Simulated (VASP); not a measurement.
The system is Hf.

```
Hf
1.0
    -1.75234    1.75234    1.75234
     1.75234   -1.75234    1.75234
     1.75234    1.75234   -1.75234
Hf
1
Direct
  0.00000 0.00000 0.00000
```

This isn't the form of Hf at room conditions, which is hcp.

Base run:

| Quantity | Value |
| --- | --- |
| Program | VASP 6.6.1 |
| Functional | PBE |
| Dispersion | D3(BJ) |
| Potentials or basis | VASP PAW PBE potentials, release 64 (Hf_pv) |
| Cutoff | 520 eV |
| k mesh | 16 × 16 × 16 |
| Occupations | gaussian, width 0.1 eV |
| Spin | non-collinear spin, zero start, spin-orbit coupling |
| Starting moments | [[0.0, 0.0, 0.0]] μB |

Its results: pressure -0.8 GPa.

Task: The run is repeated on the same cell with these changes: spin from non-collinear spin, zero start, spin-orbit coupling to no spin polarisation; further incar settings from ALGO = Normal; EDIFF = 1e-06; NBANDS = 21 to ALGO = Fast; EDIFF = 1e-06; NBANDS = 11. What comes out?

Result: Pressure -0.3 GPa.

Caveats: pairwise dispersion overbinds metals, which lowers pressure and volume (some runs).
